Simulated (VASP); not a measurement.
Input of a VASP 6.6.1 run:

INCAR

```
SYSTEM = In2O3
PREC = Accurate ; ENCUT = 600
EDIFF = 1E-7 ; ISMEAR = 0
SIGMA = 0.03 ; LREAL = Auto
LASPH = .TRUE. ; NELM = 80
ALGO = Normal ; ISIF = 3
LWAVE = .FALSE. ; LCHARG = .FALSE.
GGA = PS ; IBRION = 2
NSW = 90 ; EDIFFG = -0.005
KPAR = 8
```

KPOINTS

```
regular mesh
0
G
  4 4 4
  0 0 0
```

The input POSCAR:

```
In2O3                                   
1.0
   -5.0843717792      5.0843717792      5.0843717792
    5.0843717792     -5.0843717792      5.0843717792
    5.0843717792      5.0843717792     -5.0843717792
  In              O             
    16    24
Direct
     0.2500000000000000    0.2159366307584448    0.9659366307584446
     0.7500000000000000    0.2840633692415551    0.5340633692415554
     0.9659366307584446    0.2500000000000000    0.2159366307584447
     0.5340633692415554    0.7500000000000000    0.2840633692415551
     0.2159366307584448    0.9659366307584446    0.2500000000000000
     0.2840633692415551    0.5340633692415554    0.7500000000000000
     0.7500000000000000    0.7840633692415554    0.0340633692415552
     0.2500000000000000    0.7159366307584446    0.4659366307584449
     0.0340633692415552    0.7500000000000000    0.7840633692415554
     0.4659366307584449    0.2500000000000000    0.7159366307584446
     0.7840633692415554    0.0340633692415552    0.7500000000000000
     0.7159366307584446    0.4659366307584449    0.2500000000000000
     0.5000000000000000    0.5000000000000000    0.5000000000000000
     0.5000000000000000    0.0000000000000000    0.0000000000000000
     0.0000000000000000    0.5000000000000000    0.0000000000000000
     0.0000000000000000    0.0000000000000000    0.5000000000000000
     0.5367515521413176    0.7722251088474141    0.5446467764230281
     0.7275783324243859    0.9921047757182897    0.9553532235769719
     0.9632484478586824    0.5078952242817103    0.2354735567060961
     0.7724216675756141    0.7277748911525859    0.2645264432939038
     0.5446467764230281    0.5367515521413176    0.7722251088474141
     0.9553532235769719    0.7275783324243859    0.9921047757182897
     0.2354735567060961    0.9632484478586824    0.5078952242817103
     0.2645264432939038    0.7724216675756141    0.7277748911525859
     0.7722251088474141    0.5446467764230281    0.5367515521413176
     0.9921047757182897    0.9553532235769719    0.7275783324243859
     0.5078952242817103    0.2354735567060961    0.9632484478586824
     0.7277748911525859    0.2645264432939038    0.7724216675756141
     0.4632484478586821    0.2277748911525860    0.4553532235769720
     0.2724216675756140    0.0078952242817102    0.0446467764230280
     0.0367515521413178    0.4921047757182898    0.7645264432939040
     0.2275783324243859    0.2722251088474139    0.7354735567060960
     0.4553532235769720    0.4632484478586821    0.2277748911525860
     0.0446467764230280    0.2724216675756140    0.0078952242817102
     0.7645264432939040    0.0367515521413178    0.4921047757182898
     0.7354735567060960    0.2275783324243859    0.2722251088474139
     0.2277748911525860    0.4553532235769720    0.4632484478586821
     0.0078952242817102    0.0446467764230280    0.2724216675756140
     0.4921047757182898    0.7645264432939040    0.0367515521413178
     0.2722251088474139    0.7354735567060960    0.2275783324243859
```

Potentials or basis: VASP PAW PBE potentials, release 64 (In_d, O).

Launch:

```sh
$ cat potpaw_PBE.64/In_d/POTCAR potpaw_PBE.64/O/POTCAR > POTCAR
$ mpirun -np 8 vasp_std > vasp.out
```

(1) Predict the band gap on the k mesh.

(2) What does it give for the space group after relaxing (to 0.05 Å)?

(3) What does it give for the relaxed volume?

Answers

(1) 1.02 eV, direct.

(2) Ia-3 (No. 206).

(3) 13.15 Å³/atom.

Caveat: the PAW data sets were made with another functional, which shifts forces and pressure a little; spin-orbit coupling is left out, which moves the levels of the heavy elements.
